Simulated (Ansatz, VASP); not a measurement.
## CdSe (Cadmoselite) in two plane-wave programs

Aim: how closely do two programs agree when they are given the same cell, functional and k mesh?

Main program and level: Ansatz 0.2.0; plane waves, with VASP 6.6.1 beside it; band structure at HSE06, spin-orbit coupling.

## (1) Starting point

The structure is hexagonal, space group P6_3mc (No. 186). The conventional cell has a = 4.299 Å, b = 4.299 Å, c = 7.010 Å, α = 90.00°, β = 90.00°, γ = 120.00°. Nearest to Cd lie 4 Se at 2.63 to 2.64 Å. Nearest to Se lie 4 Cd at 2.63 to 2.64 Å. Farther neighbours and most contacts between anions are not listed.

## (2) Ansatz: band structure, HSE06, spin-orbit coupling

Ansatz runs on its fully relativistic PAW (standard-fr) files.

The same path points are solved in both programs, so levels can be compared one by one.

Input file input.yaml:

```yaml
crystal:
  lattice:
    - [4.299, 0.0, 0.0]
    - [-2.1495, 3.7230432109, 0.0]
    - [0.0, 0.0, 7.01]
  atoms:
    - { symbol: Cd, position: [0.3333333333, 0.6666666667, 0.0] }
    - { symbol: Cd, position: [0.6666666667, 0.3333333333, 0.5] }
    - { symbol: Se, position: [0.3333333333, 0.6666666667, 0.37679] }
    - { symbol: Se, position: [0.6666666667, 0.3333333333, 0.87679] }
hamiltonian:
  xc: { exchange: pbe, correlation: pbe, exx: { coeff: 0.25, omega: 0.2 } }
  pseudopotentials: { kind: paw_fr }
magnetization:
  noncollinear: true
  spin_orbit: true
kpoints:
  mp_grid: { grid: [4, 4, 2] }
  band_path:
    path:
      - [0.0, 0.0, 0.0]
      - [0.4, 0.0, 0.0]
      - [0.4, 0.2, 0.0]
      - [0.2, 0.2, 0.0]
      - [0.0, 0.0, 0.1]
      - [0.0, 0.0, 0.5]
      - [0.4, 0.0, 0.5]
      - [0.4, 0.2, 0.5]
      - [0.2, 0.2, 0.5]
      - [0.5, 0.0, 0.4]
      - [0.33333, 0.33333, 0.0]
      - [0.33333, 0.33333, 0.5]
    npoints: 1
scf:
  occupations: { method: gaussian, width: 0.02 }
  n_extra_bands: 16
output:
  forces: true
  stress: true
  eigenvalues: true
  write_density: true
  write_potential: true
  elf: true
  volumetric_format: npy
```

On the command line:

```console
> ansatz run input.yaml --threads 4 --pin off --max-ram 9216MiB --backend cpu --events-out ev --progress --plain --runs-dir out
```

Numbers of over 12 decimals in the logs are rounded to 6 here.

Output:

```text
Warning: output.stress: scf.convergence.dr2_threshold = 1e-7 eV (the SCF's general default) is looser than the 4e-10 eV advised for a printed stress (1e-10 eV for each atom of the cell: 4). What an SCF threshold leaves in a stress goes as its square root, and in the free energy as the threshold itself, and one threshold admits the most on a small cell: [figures from the program's tests cut] Set scf.convergence.dr2_threshold to 4e-10 eV or tighter. The threshold is an SCF's pass mark: one that does not reach it within its budget of iterations ends unconverged, or closes short of it on a stop that the run arms, and scf.convergence.dr2_threshold's page says what that costs each kind of run
Warning: output.stress: scf.exx.energy_threshold = 1e-6 eV is looser than the 4e-8 eV advised for a stress under a hybrid functional (1e-8 eV for each atom of the cell: 4). Every SCF of the exchange loop can meet its threshold on dr2 while the loop round them stops early: no threshold on dr2 bounds what that leaves in the stress. Set scf.exx.energy_threshold to 4e-8 eV or tighter. The threshold is the loop's pass mark: a loop that does not reach it within its budget of cycles ends unconverged, and scf.exx.energy_threshold's page has the law
scf.n_extra_bands = 16 over 72 filled bands (N_el = 72.0): the run solves 88 bands
Engine: ansatz 0.2.0, x86_64-unknown-linux-gnu
Pseudopotentials: kind: paw_fr
Pseudopotential: Cd, paw_fr, valence charge 20, recommended cutoff 420 eV (normal), Cd.paw.azcp#standard-fr
Pseudopotential: Se, paw_fr, valence charge 16, recommended cutoff 420 eV (normal), Se.paw.azcp#standard-fr
Functional definition: unnamed
  parameter a_1 = 0.25
  parameter omega_1 = 0.2/angstrom
  exchange = pbe_x + (-a_1)*pbe_x_sr(omega_1) + a_1*exact_x_sr(omega_1)
  correlation = pbe_c
non-collinear run that drives no moment, with spin-orbit: no starting moment large enough to seed its density (crystal.atoms[].spin), no starting occupations that ask for one, no magnetisation constraint and no magnetic field, so the semilocal B_xc is pinned to zero
Crystal: 4 atoms, lattice volume = 112.198 Å³
Basis set: ecut = 420 eV, 2189 PW (Γ), exchange–correlation on 60×60×96 points (8 copies of the dense FFT grid, shifted against one another)
Bands: 88, of which v1, the nominal top of the filled ones, is band 72 counted from 1 (71 counted from 0)
Symmetry: 12 space group operations + 12 with time reversal
Magnetic group: BNS 186.204 (UNI 1434), of the structure as read, at distance tolerance 4.8e-5 Å
k-points: 8 of 32
Projection manifold: j_resolved (fully-relativistic pseudo-atomic orbitals)
Non-local potential: Cd, projectors of the file, l = 0: 3, l = 1: 4, l = 2: 4, l = 3: 2
Non-local potential: Se, projectors of the file, l = 0: 2, l = 1: 4, l = 2: 6, l = 3: 2
PAW form: soft (Blöchl's): semilocal exchange-correlation on the pseudo side does not see the compensation charge
PAW frozen core: Cd, regenerated for the run's functional, and the local potential with it (the file was generated under x = pbe(κ = 0.804, μ = 0.219515), c = pbe(β = 0.066725))
PAW frozen core: Se, regenerated for the run's functional, and the local potential with it (the file was generated under x = pbe(κ = 0.804, μ = 0.219515), c = pbe(β = 0.066725))
PAW one-centre angular grid: Cd, 590 points (default); XC on 96 Gauss nodes
PAW one-centre angular grid: Se, 590 points (default); XC on 193 of its mesh's 2701 points in the sphere
Initial density: superposition of atomic densities (chi_scale 0.1, normalization cell, long waves kept (reshape's long-wave potential 0.00 eV rms))
Initial wavefunctions: pseudopotential atomic-orbital guess
Functional: x = pbe(κ = 0.804, μ = 0.219515), c = pbe(β = 0.066725), warm-up for x = pbe(κ = 0.804, μ = 0.219515) + 0.25 (exact − pbe) at short range (hse, ω = 0.2 Å⁻¹), c = pbe(β = 0.066725)
SCF iter   1: F=—  HF=-27456.239987 eV  |F-HF|=—  |Δ(HF+E_count)|=         —  Δρ=5.27e-2  dr2=2.99e0  dr2_m=0.00e0 (ungated)  ethr=1.00e-1  |M|=0.00e0 ∫|m|=0.00e0 μB  |m|>n=0.0e0 m-floor=0.0e0 τ_xc=0.0e0  β_m=0.30  ⟨swp⟩=6.1  Hψ=2333  notcnv=0
preconditioner: auto → none  [insulator: Δε(μ)=0.234 eV  Ē_g=12.912 eV  σ=0.020 eV  W_gap=1.00  n_scr=34 (ndim 8)  ℏωp=21.0 eV  f_vac=0.161  D(μ)=0.00/eV (n_scr^D=0)]
SCF iter   2: F=—  HF=-27455.304443 eV  |F-HF|=—  |Δ(HF+E_count)|=   9.36e-1  Δρ=2.19e-2  dr2=3.68e-1  dr2_m=0.00e0 (ungated)  ethr=4.16e-3  |M|=0.00e0 ∫|m|=0.00e0 μB  |m|>n=0.0e0 m-floor=0.0e0 τ_xc=0.0e0  β_m=0.36  ⟨swp⟩=3.4  Hψ=1792  notcnv=0  defer=1
SCF iter   3: F=—  HF=-27455.199586 eV  |F-HF|=—  |Δ(HF+E_count)|=   1.05e-1  Δρ=1.10e-2  dr2=7.51e-2  dr2_m=0.00e0 (ungated)  ethr=5.11e-4  |M|=0.00e0 ∫|m|=0.00e0 μB  |m|>n=0.0e0 m-floor=0.0e0 τ_xc=0.0e0  β_m=0.58  ⟨swp⟩=3.8  Hψ=1557  notcnv=0  defer=2
iter 4 solved again at ethr=5.65e-7 eV; its pass at ethr=1.04e-4 eV (dr2=4.07e-4 eV) is discarded
SCF iter   4: F=—  HF=-27455.181067 eV  |F-HF|=—  |Δ(HF+E_count)|=   1.85e-2  Δρ=6.56e-4  dr2=5.23e-4  dr2_m=0.00e0 (ungated)  ethr=5.65e-7  |M|=0.00e0 ∫|m|=0.00e0 μB  |m|>n=0.0e0 m-floor=0.0e0 τ_xc=0.0e0  β_m=0.53  ⟨swp⟩=4.4  Hψ=3512  notcnv=0  defer=3
[...]
SCF iter   5: F=—  HF=-27456.850059 eV  |F-HF|=—  |Δ(HF+E_count)|=   1.99e-4  Δρ=1.11e-4  dr2=4.38e-5  dr2_m=0.00e0 (ungated)  ethr=1.45e-7  |M|=0.00e0 ∫|m|=0.00e0 μB  |m|>n=0.0e0 m-floor=0.0e0 τ_xc=0.0e0  β_m=0.75  ⟨swp⟩=4.0  Hψ=2020  notcnv=0
SCF iter   6: F=—  HF=-27456.850322 eV  |F-HF|=—  |Δ(HF+E_count)|=   2.63e-4  Δρ=1.25e-4  dr2=1.75e-5  dr2_m=0.00e0 (ungated)  ethr=1.51e-8  |M|=0.00e0 ∫|m|=0.00e0 μB  |m|>n=0.0e0 m-floor=0.0e0 τ_xc=0.0e0  β_m=0.75  ⟨swp⟩=4.1  Hψ=2209  notcnv=0
SCF iter   7: F=-27456.850317 eV  HF=-27456.850317 eV  |F-HF|=7.74e-8  |Δ(HF+E_count)|=   5.56e-6  Δρ=9.10e-6  dr2=1.08e-6  dr2_m=0.00e0 (ungated)  ethr=1.51e-8  |M|=0.00e0 ∫|m|=0.00e0 μB  |m|>n=0.0e0 m-floor=0.0e0 τ_xc=0.0e0  ⟨swp⟩=3.0  Hψ=1659  notcnv=0
SCF 2 stopped early in 7 iterations: F = -27456.850317 eV  dr2 = 1.08e-6
  Residual-converged pass: ⟨swp⟩=3.0  Hψ=1440  notcnv=0  max |occ|·‖R‖ = 5.4e-6 eV (tolerance 6.7e-6 eV)  dr2=1.08e-6  dr2_m=0.00e0 (ungated)  dr2_onsite=1.24e-8  max |Δocc| = 0.0e0
hybrid outer 1: dexx = +1.961e-2 eV, tail = 1.26e-4 eV
Projection manifold: j_resolved (fully-relativistic pseudo-atomic orbitals)
Exchange kernel: α = 0.2500, screened, ω = 0.2000 Å⁻¹, Wigner–Seitz truncation, v(0) = 1108.2483 eV·Å³, q-mesh 4×4×2, nearest image of the exchange supercell L = 14.02 Å, pair-density grid 20×20×32, without the augmentation charges, whose exchange is taken in its separable form by FFT convolution over the k-point mesh (sized by the pseudopotential files, 25×25×48 at the most), smooth part of the exact exchange by density-matrix convolution
Frozen-core exchange: fock
SCF iter   1: F=—  HF=-27456.850795 eV  |F-HF|=—  |Δ(HF+E_count)|=         —  Δρ=5.31e-5  dr2=8.64e-7  dr2_m=0.00e0 (ungated)  ethr=8.74e-7  |M|=0.00e0 ∫|m|=0.00e0 μB  |m|>n=0.0e0 m-floor=0.0e0 τ_xc=0.0e0  β_m=0.30  ⟨swp⟩=4.1  Hψ=1551  notcnv=0
preconditioner: auto → none  [insulator: Δε(μ)=1.518 eV  Ē_g=14.047 eV  σ=0.020 eV  W_gap=1.00  n_scr=34 (ndim 8)  ℏωp=21.0 eV  f_vac=0.204  D(μ)=0.00/eV (n_scr^D=0)]
SCF iter   2: F=—  HF=-27456.850796 eV  |F-HF|=—  |Δ(HF+E_count)|=   7.06e-7  Δρ=1.54e-5  dr2=1.61e-7  dr2_m=0.00e0 (ungated)  ethr=1.07e-9  |M|=0.00e0 ∫|m|=0.00e0 μB  |m|>n=0.0e0 m-floor=0.0e0 τ_xc=0.0e0  β_m=0.65  ⟨swp⟩=4.0  Hψ=2207  notcnv=0
SCF iter   3: F=—  HF=-27456.850796 eV  |F-HF|=—  |Δ(HF+E_count)|=   4.92e-8  Δρ=6.64e-6  dr2=1.10e-7  dr2_m=0.00e0 (ungated)  ethr=9.29e-11  |M|=0.00e0 ∫|m|=0.00e0 μB  |m|>n=0.0e0 m-floor=0.0e0 τ_xc=0.0e0  β_m=0.66  ⟨swp⟩=3.4  Hψ=1842  notcnv=0
SCF iter   4: F=—  HF=-27456.850796 eV  |F-HF|=—  |Δ(HF+E_count)|=   4.57e-7  Δρ=1.81e-6  dr2=1.85e-9  dr2_m=0.00e0 (ungated)  ethr=3.96e-11  |M|=0.00e0 ∫|m|=0.00e0 μB  |m|>n=0.0e0 m-floor=0.0e0 τ_xc=0.0e0  β_m=0.66  ⟨swp⟩=4.2  Hψ=2381  notcnv=0  defer=2
SCF iter   5: F=-27456.850796 eV  HF=-27456.850796 eV  |F-HF|=1.24e-9  |Δ(HF+E_count)|=   3.24e-9  Δρ=8.36e-7  dr2=6.60e-10  dr2_m=0.00e0 (ungated)  ethr=4.08e-12 (applied; sched 2.19e-12)  |M|=0.00e0 ∫|m|=0.00e0 μB  |m|>n=0.0e0 m-floor=0.0e0 τ_xc=0.0e0  ⟨swp⟩=3.0  Hψ=1448  notcnv=0
SCF 3 converged in 5 iterations: F = -27456.850796 eV  dr2 = 6.60e-10
  Residual-converged pass: ⟨swp⟩=2.0  Hψ=1280  notcnv=0  max |occ|·‖R‖ = 5.3e-7 eV (tolerance 6.3e-7 eV)  dr2=6.56e-10  dr2_m=0.00e0 (ungated)  dr2_onsite=1.93e-9  max |Δocc| = 0.0e0
  greatest PAW one-centre occupation: 1.000 electrons in one spin orbital (limit 2), on the Cd atom at site 0 (counted from 0), in its partial waves of l = 0
hybrid outer 2: dexx = +8.543e-7 eV, tail = 6.30e-8 eV, Δε = 2.40e-3 eV (about 8.40e-5 eV left of the loop's levels), ΔF = 1.50e-3 eV/Å (tail 7.30e-4)
NSCF: frozen V_eff on 12 k-points
hybrid SCF converged: 2 outer / 12 inner (+6 warm-up), last move |dexx| = 8.54e-7 eV, tail = 6.30e-8 eV
Magnetization: |M| = 0.0000 μB,  M = (+0.0000, +0.0000, +0.0000) μB
Absolute magnetization: 0.0000 μB (∫|m|)
  site 0: m = (+0.0000, +0.0000, +0.0000) μB, |m| = 0.0000 μB  (R = 1.08 Å)
  site 1: m = (+0.0000, +0.0000, +0.0000) μB, |m| = 0.0000 μB  (R = 1.08 Å)
  site 2: m = (+0.0000, +0.0000, +0.0000) μB, |m| = 0.0000 μB  (R = 1.08 Å)
  site 3: m = (+0.0000, +0.0000, +0.0000) μB, |m| = 0.0000 μB  (R = 1.08 Å)
Free energy (F): -27456.850797 eV
Frozen-core exchange: fock
Harris-Foulkes:  -27456.850797 eV  (|F-HF|=1.24e-9)
Internal energy: -27456.850797 eV  (E = F + TS)
E sigma→0 (E₀):  -27456.850797 eV
Fermi energy:    7.828252 eV
--- Per-component energies (eV) ---
  E_band       = -1989.050407
  E_kinetic    = 1249.214293
  E_local      = -12769.525464  (includes V_loc(G=0)·N_el)
  E_nonlocal   = -1127.555422
  E_hartree    = 6080.958343
  E_xc         = -449.199977
  E_vxc        = -508.073067  (∫ρ·V_xc dr)
  E_exx        = -314.350899  (= α·E_x^exact, valence–valence)
  E_paw        = -11792.197085  (= ΣΔE_a)
  E_vpaw       = -366.329919  (= ΣTr[D̂ρ^β])
  E_aug_tail   = -0.001173  (compensation charges beyond the density's cutoff)
  E_ewald      = -8330.869200
  E_core_change = -3.324213  (= ΣΔE_core)
  E_smearing   = -0.000000  (= −TS)
  E_closure    = 0.000001  (closes the sum)
  Σ components = -27456.850797   (vs F -27456.850797, Δ=3.64e-12)
--- Forces (eV/Å), atoms counted from 1 ---
  atom   1  Cd     0.00000000    -0.00000000     0.04360646
  atom   2  Cd     0.00000000     0.00000000     0.04360646
  atom   3  Se    -0.00000000    -0.00000000    -0.04364443
  atom   4  Se     0.00000000     0.00000000    -0.04364443
  max |Σ_I F_I| component: 7.59e-5 eV/Å
--- Stress (GPa, compression-positive) ---
        1.990449       0.000000      -0.000000
       -0.000000       1.990449       0.000000
        0.000000       0.000000       1.526766
  P = ⅓ Tr σ = 1.8359 GPa (18.359 kbar)
--- Band table (eV; the first three rows and the last of 8) ---
  k-point 0: bands = [... 68 lower, 7.0469, 7.0469, 7.0689, 7.0689, 8.5876, 8.5876, 10.1292, 10.1292, ... 12 higher]
  k-point 1: bands = [... 68 lower, 6.6370, 6.6370, 6.6370, 6.6370, 10.3089, 10.3089, 10.3089, 10.3089, ... 12 higher]
  k-point 2: bands = [... 68 lower, 6.3197, 6.3287, 6.5784, 6.6028, 10.5154, 10.5259, 11.4101, 11.4395, ... 12 higher]
  k-point 7: bands = [... 68 lower, 5.6253, 5.6253, 5.6993, 5.6993, 11.6480, 11.6480, 11.7146, 11.7146, ... 12 higher]
```

Run time: 3.3 min. Hardware: 4 threads of INTEL XEON PLATINUM 8581C at 2.30GHz (Emerald Rapids), shared host; peak memory 2.9 GiB.

The column dr2 measures how far the density is from self-consistency, as an energy; F and HF (Harris–Foulkes) agree once it is small.

(Part 1 of 2 ends here.)

[Lines on the potential files, build, host, timing and source positions are cut from VASP's logs without a mark.]

[Logs are printed without paths, hosts, clocks, repeated set-up lines and the standing remarks that a program may print on its own settings, such as how far it seeks lower states.]

[Hosts, paths, dates, database ids (printed as entryN), source tags and the programs' standing remarks are cut or masked in the printed files.]
